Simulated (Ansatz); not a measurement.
Structure relaxation of Hf

The calculation used DFT PBE, scalar-relativistic, plane waves, PAW (Ansatz).

The start puts Hf on the sites of a reported Ga cell (Cmcm, No. 63), at a guessed volume.

The final relaxation ran on this input, with the default PAW datasets:

```yaml
crystal:
  lattice:
    - [1.5235392147, -5.0779434142, 0.0]
    - [1.5235392147, 5.0779434142, 0.0]
    - [0.0, 0.0, 3.0791168363]
  atoms:
    - { symbol: Hf, position: [0.8545917209, 0.1454082791, 0.25] }
    - { symbol: Hf, position: [0.1454082791, 0.8545917209, 0.75] }
basis:
  ecutwfc: 420
kpoints:
  mp_grid: { grid: [18, 18, 18] }
hamiltonian:
  xc: pbe
scf:
  occupations: { method: gaussian, width: 0.1 }
output:
  forces: true
  stress: true
  eigenvalues: true
relax:
  adjacent_minimum: "off"
  f_tol: 0.01
  max_steps: 80
  cell: { stress_tol: 0.05 }
```

It can be run as:

```bash
ansatz run input.yaml --threads 1 --pin off --backend cpu --events-out ev --progress --plain --runs-dir out  # memory cap (--max-ram) not shown
```

End of the output:

```
SCF converged after 5 iterations
Free energy (F): -31442.325407 eV
Harris-Foulkes:  -31442.325407 eV  (|F-HF|=3.64e-12)
Internal energy: -31442.318727 eV  (E = F + TS)
E sigma→0 (E₀):  -31442.322067 eV
Entropy (-TS):   -0.006680 eV (-3.340 meV/atom)
Fermi energy:    18.413676 eV
--- Per-component energies (eV) ---
  E_band       = -1.164320
  E_kinetic    = 848.979285
  E_local      = -10879.676538  (includes V_loc(G=0)·N_el)
  E_nonlocal   = -2488.560356
  E_hartree    = 5103.717006
  E_xc         = -600.214393
  E_vxc        = -532.341115  (∫ρ·V_xc dr)
  E_paw        = -13855.913389  (= ΣΔE_a)
  E_vpaw       = 2843.000437  (= ΣTr[D̂ρ^β])
  E_aug_tail   = -0.000003  (compensation charges beyond the density's cutoff)
  E_ewald      = -9570.650339
  E_smearing   = -0.006680  (= −TS)
  E_closure    =  0.000000  (closes the sum)
  Σ components = -31442.325407   (vs F -31442.325407, Δ=0.00e0)
--- Forces (eV/Å), atoms counted from 1 ---
  atom   1  Hf     0.00000000    -0.00243337     0.00000000
  atom   2  Hf     0.00000000     0.00243337     0.00000000
  max |Σ_I F_I| component: 4.34e-19 eV/Å
--- Stress (GPa, compression-positive) ---
        0.002938       0.000000       0.000000
        0.000000       0.049692       0.000000
        0.000000       0.000000       0.012266
  P = ⅓ Tr σ = 0.0216 GPa (0.216 kbar)
--- Relaxed structure (3 steps of the walk, 3 accepted, 1 SCFs on fresh bases) ---
  F+E_penalty+E_count = -31442.32540665 eV   max|allowed force component| = 2.433e-3 eV/Å   (the final SCF, on the basis selected at the relaxed cell)
  cell:  # Å, volume = 47.6130 Å³
    - [1.524924, -5.064460, 0.0]
    - [1.524924, 5.064460, 0.0]
    - [0.0, 0.0, 3.082578]
  atoms:
    - { symbol: Hf, position: [0.854940, 0.145060, 0.25] }
    - { symbol: Hf, position: [0.145060, 0.854940, 0.75] }
```

Absolute energies hang on the potentials; compare differences alone.

The result has space group Cmcm (No. 63). Around Hf lie 8 Hf at 3.04–3.08 Å and 2 Hf at 3.32 Å.

It lies 0.20 eV/atom above the element's standard state at the same level.

The k mesh leaves about 4 meV/atom of noise in metals. Spin–orbit coupling is left out.

Symmetry constrained the relaxation, so the result can be a saddle point.